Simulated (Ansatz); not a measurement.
Crystal: BeS.

```
CELL_PARAMETERS angstrom
0.00000 2.42500 2.42500
2.42500 0.00000 2.42500
2.42500 2.42500 0.00000
ATOMIC_POSITIONS crystal
S 0.75000 0.75000 0.75000
Be 0.00000 0.00000 0.00000
```

Program: Ansatz 0.2.0. Alike in all runs: no spin polarisation; cell as given; k mesh 9 × 9 × 9.

**Question.** Order these runs on this cell by their band gap on the k mesh, lowest first.
A. level PBEsol+D3(BJ)-ATM; potentials or basis Ansatz PAW earlier set; cutoff (eV) 960; smearing gaussian 0.1 eV; other keys scf.eigensolver.kind = davidson; …
B. level BLYP+D3(BJ); potentials or basis JTH PAW; cutoff (eV) 1080; smearing fixed
C. level PBE+D3(BJ); potentials or basis PseudoDojo standard (PBE files) with Ansatz NC; cutoff (eV) 1800; smearing tetrahedron; other keys scf.mixing.preconditioner = resta

**Answer.** A (3.02 eV), C (3.21 eV), B (3.46 eV).

Caveats: odd divisions of the mesh miss points on the zone boundary, where band edges often lie, so the gap on the mesh can be too wide; some levels weren't fully converged (some runs).

A k mesh can miss the band edges.
